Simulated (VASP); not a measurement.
## P: relaxation of cell and atoms with PBE+D3(BJ)

The system is P.

```
P
1.0
     1.64774   -5.46504    0.00000
     1.64774    5.46504    0.00000
     0.00000    0.00000    4.54364
P
4
Direct
  0.90414 0.09586 0.58882
  0.09586 0.90414 0.41118
  0.59586 0.40414 0.08882
  0.40414 0.59586 0.91118
```

```yaml
Program: VASP 6.6.1
Task: relaxation of cell and atoms
Functional: PBE
Dispersion: D3(BJ)
Potentials_or_basis: VASP PAW PBE potentials, release 64 (P)
Cutoff: 600 eV
k_mesh: 8 × 8 × 6
Occupations: gaussian, width 0.02 eV
Spin: no spin polarisation
Ladder: gaps
Further_INCAR_settings: ALGO = Normal; EDIFF = 1e-06; IBRION = 2; EDIFFG = -0.01; NSW = 60; ISIF = 3
```

The relaxed volume is 17.60 Å³/atom. The relaxed cell is a = 5.339 Å, b = 5.339 Å, c = 4.182 Å, α = 90.00°, β = 90.00°, γ = 143.80° and the space group after relaxing (to 0.05 Å) is Cmce (No. 64). The energy gained by relaxing is 29.7 meV/atom, the ionic steps are 29 and the pressure after relaxing is 0.0 GPa. The largest force after relaxing is 0.009 eV/Å, the band gap on the k mesh is none (metal or under the smearing width) and the dispersion energy per atom is -0.399 eV.

Forces in eV/Å, atoms in the order of the input:
```
P    0.000 -0.009  0.000
P    0.000  0.009  0.000
P    0.000  0.009  0.000
P    0.000 -0.009  0.000
```

The path:
| step | energy change (eV) | largest force (eV/Å) | pressure (GPa) | volume (Å³) |
| --- | --- | --- | --- | --- |
| 1 | 0.0000 | 0.3006 | -1.08 | 81.83 |
| 2 | -0.0219 | 0.2415 | -0.49 | 80.21 |
| 3 | -0.0310 | 0.3496 | 0.24 | 78.34 |
| 4 | -0.0442 | 0.2719 | 0.14 | 77.68 |
| 5 | -0.0691 | 0.0588 | -0.09 | 75.70 |
| 6 | -0.0667 | 0.3150 | -0.36 | 71.79 |
| 7 | -0.0769 | 0.0909 | -0.24 | 74.20 |
| 8 | -0.0978 | 0.0577 | -0.30 | 73.17 |
| 9 | -0.1164 | 0.0510 | -0.18 | 70.95 |
| 10 | -0.1165 | 0.0492 | -0.16 | 70.82 |
| 11 | -0.1165 | 0.0483 | -0.15 | 70.75 |
| 12 | -0.1170 | 0.0341 | -0.02 | 70.54 |
| 13 | -0.1173 | 0.0496 | 0.18 | 70.22 |
| 14 | -0.1177 | 0.0338 | 0.11 | 70.16 |
| 15 | -0.1180 | 0.0339 | 0.00 | 70.01 |
| 16 | -0.1180 | 0.0287 | 0.02 | 70.04 |
| 17 | -0.1181 | 0.0172 | 0.02 | 70.03 |
| 18 | -0.1182 | 0.0247 | 0.03 | 70.03 |
| 19 | -0.1182 | 0.0183 | 0.06 | 70.05 |
| 20 | -0.1184 | 0.0010 | 0.16 | 70.09 |
| 21 | -0.1182 | 0.0462 | 0.30 | 70.19 |
| 22 | -0.1184 | 0.0133 | 0.20 | 70.12 |
| 23 | -0.1185 | 0.0126 | 0.17 | 70.16 |
| 24 | -0.1186 | 0.0106 | 0.09 | 70.26 |
| 25 | -0.1185 | 0.0081 | -0.06 | 70.48 |
| 26 | -0.1186 | 0.0097 | 0.05 | 70.32 |
| 27 | -0.1186 | 0.0047 | 0.02 | 70.35 |
| 28 | -0.1186 | 0.0120 | -0.05 | 70.41 |
| 29 | -0.1187 | 0.0093 | -0.03 | 70.40 |

Final structure:
```
CELL_PARAMETERS angstrom
1.65877 -5.07466 0.00000
1.65877 5.07466 0.00000
0.00000 0.00000 4.18195
ATOMIC_POSITIONS crystal
P 0.89357 0.10643 0.57279
P 0.10643 0.89357 0.42721
P 0.60643 0.39357 0.07279
P 0.39357 0.60643 0.92721
```

Levels at points of the mesh, in eV from the Fermi level:
```csv
k point,band 8,band 9,band 10,band 11,band 12,band 13
"(0.00, 0.00, 0.00)",-2.92,-2.72,-1.48,0.95,1.19,1.84
"(0.50, 0.00, 0.00)",-3.29,-2.73,-2.73,0.76,0.76,1.03
"(0.50, 0.50, 0.00)",-2.21,-1.82,-0.35,0.42,0.61,2.42
"(0.00, 0.00, 0.50)",-3.15,-0.96,-0.96,1.42,1.42,2.19
"(0.50, 0.00, 0.50)",-5.82,-2.14,-2.14,1.57,1.57,4.62
"(0.50, 0.50, 0.50)",-2.46,-1.33,-1.33,1.30,1.30,2.69
```

Wall time 6.5 min on 2 MPI ranks on Intel(R) Xeon(R) 6975P-C (Granite Rapids), with other jobs on the host, peak memory 0.34 GiB a rank.

Caveat: pairwise dispersion overbinds metals, which lowers pressure and volume.
